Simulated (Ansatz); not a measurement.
# AgBr: from a first guess to the relaxed rocksalt type

First guess:

```
CELL_PARAMETERS angstrom
0.00000 2.62323 2.62323
2.62323 0.00000 2.62323
2.62323 2.62323 0.00000
ATOMIC_POSITIONS crystal
Ag 0.00000 0.00000 0.00000
Br 0.50000 0.50000 0.50000
```

Computed with Ansatz 0.2.0, DFT, PBE, PAW with Ansatz's default frozen-core files, scalar-relativistic.

Cell and atoms relax within the symmetry of the start on a 13×13×13 k mesh with 0.03 eV Fermi–Dirac smearing.

The start is built from a prototype, known or not as a phase of this compound; the cutoff is 420 eV.

(1) What is the pressure of the first guess?

(2) What does it relax to?

(3) How much energy does the relaxation release?

## Answers

(1) 29.5 GPa.

(2) a = 5.841 Å, b = 5.841 Å, c = 5.841 Å, α = 90.00°, β = 90.00°, γ = 90.00° (conventional cell), 24.91 Å³ per atom:
Space group Fm-3m (No. 225). a = 5.841 Å, b = 5.841 Å, c = 5.841 Å, α = 90.00°, β = 90.00°, γ = 90.00°
```csv
atom,site,symmetry,x,y,z
Ag,4a,m-3m,0.0000,0.0000,0.0000
Br,4b,m-3m,0.5000,0.0000,0.0000
```

(3) 451 meV/atom.
